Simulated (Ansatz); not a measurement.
# MoS2: the cost of one run

Computed with Ansatz 0.2.0 (DFT PBE, scalar-relativistic, plane waves, PAW, unless a step's input says otherwise).

### Step 1. Starting point

Symmetry: P-6m2, No. 187, hexagonal system. The conventional cell has a = 3.184 Å, b = 3.184 Å, c = 17.335 Å, α = 90.00°, β = 90.00°, γ = 120.00°. Around Mo (site symmetry -6m2) lie 6 S at 2.41 Å. S (site symmetry 3m) is surrounded by 3 Mo at 2.41 Å.

As a file:

```xyz
48
Lattice="6.3683 11.0301 0.0000 12.7365 0.0000 0.0000 1.5921 2.7575 -17.3346" Properties=species:S:1:pos:R:3 pbc="T T T"
Mo    9.5524    5.5151    0.0000
Mo   11.1444    8.2726    0.0000
Mo    7.9603    8.2726    0.0000
Mo    0.0000    0.0000    0.0000
Mo    1.5921    2.7575    0.0000
Mo    3.1841    5.5151    0.0000
Mo    4.7762    8.2726    0.0000
Mo   11.1444    2.7575    0.0000
Mo   12.7365    5.5151    0.0000
Mo   14.3286    8.2726    0.0000
Mo    6.3683    0.0000    0.0000
Mo    7.9603    2.7575    0.0000
Mo    3.1841    0.0000    0.0000
Mo    4.7762    2.7575    0.0000
Mo    6.3683    5.5151    0.0000
Mo    9.5524    0.0000    0.0000
S    11.1444   10.1110  -15.7833
S    12.7365   12.8685  -15.7833
S     9.5524   12.8685  -15.7833
S    14.3286    4.5959  -15.7833
S    15.9206    7.3534  -15.7833
S    17.5127   10.1110  -15.7833
S    19.1048   12.8685  -15.7833
S    12.7365    7.3534  -15.7833
S    14.3286   10.1110  -15.7833
S    15.9206   12.8685  -15.7833
S     7.9603    4.5959  -15.7833
S     9.5524    7.3534  -15.7833
S     4.7762    4.5959  -15.7833
S     6.3683    7.3534  -15.7833
S     7.9603   10.1110  -15.7833
S    11.1444    4.5959  -15.7833
S    11.1444   10.1110   -1.5513
S     6.3683    1.8384   -1.5513
S     3.1841    1.8384   -1.5513
S    14.3286    4.5959   -1.5513
S    15.9206    7.3534   -1.5513
S    17.5127   10.1110   -1.5513
S    12.7365    1.8384   -1.5513
S    12.7365    7.3534   -1.5513
S    14.3286   10.1110   -1.5513
S     9.5524    1.8384   -1.5513
S     7.9603    4.5959   -1.5513
S     9.5524    7.3534   -1.5513
S     4.7762    4.5959   -1.5513
S     6.3683    7.3534   -1.5513
S     7.9603   10.1110   -1.5513
S    11.1444    4.5959   -1.5513
```

The runs take a perfect supercell of 48 atoms; the defect goes to fractional position (0.689, 0.417, 0.910).

### Step 2. The perfect supercell

input.yaml

```yaml
crystal:
  lattice:
    - [6.368252, 11.030136, 0.0]
    - [12.736504, 0.0, 0.0]
    - [1.592063, 2.757534, -17.3346]
  atoms:
    - { symbol: Mo, position: [0.5, 0.5, 0.0] }
    - { symbol: Mo, position: [0.75, 0.5, 0.0] }
    - { symbol: Mo, position: [0.75, 0.25, 0.0] }
    - { symbol: Mo, position: [0.0, 0.0, 0.0] }
    - { symbol: Mo, position: [0.25, 0.0, 0.0] }
    - { symbol: Mo, position: [0.5, 0.0, 0.0] }
    - { symbol: Mo, position: [0.75, 0.0, 0.0] }
    - { symbol: Mo, position: [0.25, 0.75, 0.0] }
    - { symbol: Mo, position: [0.5, 0.75, 0.0] }
    - { symbol: Mo, position: [0.75, 0.75, 0.0] }
    - { symbol: Mo, position: [0.0, 0.5, 0.0] }
    - { symbol: Mo, position: [0.25, 0.5, 0.0] }
    - { symbol: Mo, position: [0.0, 0.25, 0.0] }
    - { symbol: Mo, position: [0.25, 0.25, 0.0] }
    - { symbol: Mo, position: [0.5, 0.25, 0.0] }
    - { symbol: Mo, position: [0.0, 0.75, 0.0] }
    - { symbol: S, position: [0.68904, 0.416667, 0.910506] }
    - { symbol: S, position: [0.93904, 0.416667, 0.910506] }
    - { symbol: S, position: [0.93904, 0.166667, 0.910506] }
    - { symbol: S, position: [0.18904, 0.916667, 0.910506] }
    - { symbol: S, position: [0.43904, 0.916667, 0.910506] }
    - { symbol: S, position: [0.68904, 0.916667, 0.910506] }
    - { symbol: S, position: [0.93904, 0.916667, 0.910506] }
    - { symbol: S, position: [0.43904, 0.666667, 0.910506] }
    - { symbol: S, position: [0.68904, 0.666667, 0.910506] }
    - { symbol: S, position: [0.93904, 0.666667, 0.910506] }
    - { symbol: S, position: [0.18904, 0.416667, 0.910506] }
    - { symbol: S, position: [0.43904, 0.416667, 0.910506] }
    - { symbol: S, position: [0.18904, 0.166667, 0.910506] }
    - { symbol: S, position: [0.43904, 0.166667, 0.910506] }
    - { symbol: S, position: [0.68904, 0.166667, 0.910506] }
    - { symbol: S, position: [0.18904, 0.666667, 0.910506] }
    - { symbol: S, position: [0.894293, 0.416667, 0.089494] }
    - { symbol: S, position: [0.144293, 0.416667, 0.089494] }
    - { symbol: S, position: [0.144293, 0.166667, 0.089494] }
    - { symbol: S, position: [0.394293, 0.916667, 0.089494] }
    - { symbol: S, position: [0.644293, 0.916667, 0.089494] }
    - { symbol: S, position: [0.894293, 0.916667, 0.089494] }
    - { symbol: S, position: [0.144293, 0.916667, 0.089494] }
    - { symbol: S, position: [0.644293, 0.666667, 0.089494] }
    - { symbol: S, position: [0.894293, 0.666667, 0.089494] }
    - { symbol: S, position: [0.144293, 0.666667, 0.089494] }
    - { symbol: S, position: [0.394293, 0.416667, 0.089494] }
    - { symbol: S, position: [0.644293, 0.416667, 0.089494] }
    - { symbol: S, position: [0.394293, 0.166667, 0.089494] }
    - { symbol: S, position: [0.644293, 0.166667, 0.089494] }
    - { symbol: S, position: [0.894293, 0.166667, 0.089494] }
    - { symbol: S, position: [0.394293, 0.666667, 0.089494] }
basis:
  ecutwfc: 420
  fft_grid_basis: typed
kpoints:
  mp_grid: { grid: [1, 1, 1] }
hamiltonian:
  xc: pbe
  pseudopotentials: { kind: paw }
scf:
  occupations: { method: gaussian, width: 0.05 }
output:
  forces: true
  stress: false
  eigenvalues: true
  bader: false
  write_density: true
  volumetric_format: npy
```

Launch:

```
$ ansatz run input.yaml --threads 4 --pin off --max-ram 10240MiB --backend cpu --events-out ev --progress --plain --runs-dir out
```

What time and memory should one allow on 4 threads of Intel Xeon Platinum 8259CL at 2.50GHz (Skylake/Cascade Lake), shared host?

About 11 s, with a peak of 2.3 GiB.
